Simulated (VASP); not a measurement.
**A VASP 6.6.1 single-point calculation on C**

INCAR

```
NELM = 62
LREAL = .FALSE.
ISIF = 2
IBRION = -1
NBANDS = 11
LCHARG = .FALSE.
SIGMA = 0.01
NSW = 0
EDIFF = 1E-7
PREC = Accurate
ALGO = Normal
ENCUT = 520
ISMEAR = 0
LWAVE = .FALSE.
METAGGA = MBJ
LASPH = .TRUE.
```

KPOINTS

```
KPOINTS created by Atomic Simulation Environment
0
Gamma
12 12 12
0 0 0
```

POSCAR

```
C
 1.0000000000000000
     0.0000000000000000    1.7801241435693234    1.7801241435693234
     1.7801241435693234   -0.0000000000000000    1.7801241435693234
     1.7801241435693234    1.7801241435693234   -0.0000000000000000
 C
   2
Cartesian
  0.0000000000000000  0.0000000000000000 -0.0000000000000000
  0.8900620717846617  0.8900620717846617  0.8900620717846617
```

The recommended PBE PAW datasets give the neutral cell 8 valence electrons.

Command

```
mpirun -np 1 vasp_std
```

OSZICAR

```
N       E                     dE             d eps       ncg     rms          rms(c)
DAV:   1     0.161052607256E+02    0.16105E+02   -0.48263E+03  1643   0.723E+02
DAV:   2    -0.293683053745E+01   -0.19042E+02   -0.18586E+02  2071   0.123E+02
DAV:   3    -0.329160635825E+01   -0.35478E+00   -0.35403E+00  1841   0.128E+01
DAV:   4    -0.329217281047E+01   -0.56645E-03   -0.56644E-03  1721   0.638E-01
DAV:   5    -0.329217343235E+01   -0.62188E-06   -0.62189E-06  1801   0.198E-02    0.570E+00
DAV:   6    -0.287842823865E+01    0.41375E+00   -0.19918E+00  1637   0.122E+01    0.523E+00
DAV:   7    -0.233313858786E+01    0.54529E+00   -0.11610E-01  1737   0.290E+00    0.155E+00
DAV:   8    -0.182361678263E+01    0.50952E+00   -0.21093E-01  1704   0.399E+00    0.300E-01
DAV:   9    -0.145017755328E+01    0.37344E+00   -0.10106E-01  1749   0.281E+00    0.296E-01
DAV:  10    -0.147052066988E+01   -0.20343E-01   -0.13971E-02  1659   0.109E+00    0.378E-01
...
DAV:  26    -0.134572139784E+01    0.82283E-05   -0.29627E-11   801   0.570E-05    0.430E-05
DAV:  27    -0.134571068796E+01    0.10710E-04   -0.25804E-11   798   0.452E-05    0.150E-05
DAV:  28    -0.134570622139E+01    0.44666E-05   -0.10512E-11   801   0.300E-05    0.103E-05
DAV:  29    -0.134570515253E+01    0.10689E-05   -0.12423E-12   795   0.113E-05    0.762E-06
DAV:  30    -0.134570408263E+01    0.10699E-05   -0.32729E-13   801   0.323E-06    0.387E-06
DAV:  31    -0.134570319851E+01    0.88412E-06   -0.64948E-13   801   0.308E-06    0.121E-06
DAV:  32    -0.134570293029E+01    0.26822E-06   -0.41145E-13   801   0.217E-06    0.666E-07
DAV:  33    -0.134570261994E+01    0.31035E-06    0.24880E-13   801   0.841E-07    0.313E-07
DAV:  34    -0.134570261847E+01    0.14714E-08    0.71372E-14   801   0.742E-07
   1 F= -.13457026E+01 E0= -.13457026E+01  d E =-.358661E-82
```

Standard output (part)

```
POSCAR found type information on POSCAR C
 POSCAR found :  1 types and       2 ions
 LDA part: xc-table for (None), standard interpolation
 POSCAR, INCAR and KPOINTS ok, starting setup
 WAVECAR not read
 entering main loop
```

It converged. Results: gap between bands v and c on the k mesh 4.99 eV; least direct gap on the k mesh 6.64 eV. Band v is the last that the valence electrons fill when counted band by band, and c is the next.

The MBJ potential has no energy functional, so only its levels carry meaning.

For comparison, a separate r²SCAN run of the intended cell, on usual settings and not on those above, gives a gap of 4.36 eV on its mesh and a pressure of 1.1 GPa.

The run above took about 27 s on one core of a shared host (Intel Xeon Platinum 8488C) and held 0.12 GiB at most.
